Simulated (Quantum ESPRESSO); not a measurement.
SnTe under changes of volume

One of the cells (31.281 Å³/atom); the others are scaled copies at fixed shape and fractional positions:

```
Te Sn
1.0
     0.00000    3.15085    3.15085
     3.15085    0.00000    3.15085
     3.15085    3.15085    0.00000
Te Sn
1 1
Direct
  0.50000 0.50000 0.50000
  0.00000 0.00000 0.00000
```

```yaml
Program: Quantum ESPRESSO 7.5
Functional: PBE
Potentials_or_basis: SSSP 1.3 efficiency PBE
Cutoff: 816 eV
Density_cutoff: 6531 eV
k_mesh: 7 × 7 × 7
Occupations: fermi-dirac, width 0.05 eV
Spin: no spin polarisation
```

```csv
volume (Å³/atom),energy over the lowest point (meV/atom),pressure (GPa)
29.404,53.55,5.6
30.030,34.19,4.3
30.656,19.61,3.2
31.281,9.34,2.1
31.907,2.93,1.2
32.532,0.00,0.3
33.158,?,?
```

Question: What does the run at 33.158 Å³/atom give?

Answer: Energy over the lowest point 0.21 meV/atom; pressure -0.4 GPa.

Worked out: A Birch-Murnaghan fit of order 3 (a polynomial in V^(-2/3)) to the other rows has its minimum at 32.80 Å³/atom, just outside them, with B0 = V·E''(V) = 40 GPa and B' = 4.4. It gives 0.21 meV/atom at 33.158 Å³/atom, against the run's 0.21, and -dE/dV = -0.4 GPa, against -0.4.

Energies are extrapolated to zero smearing.
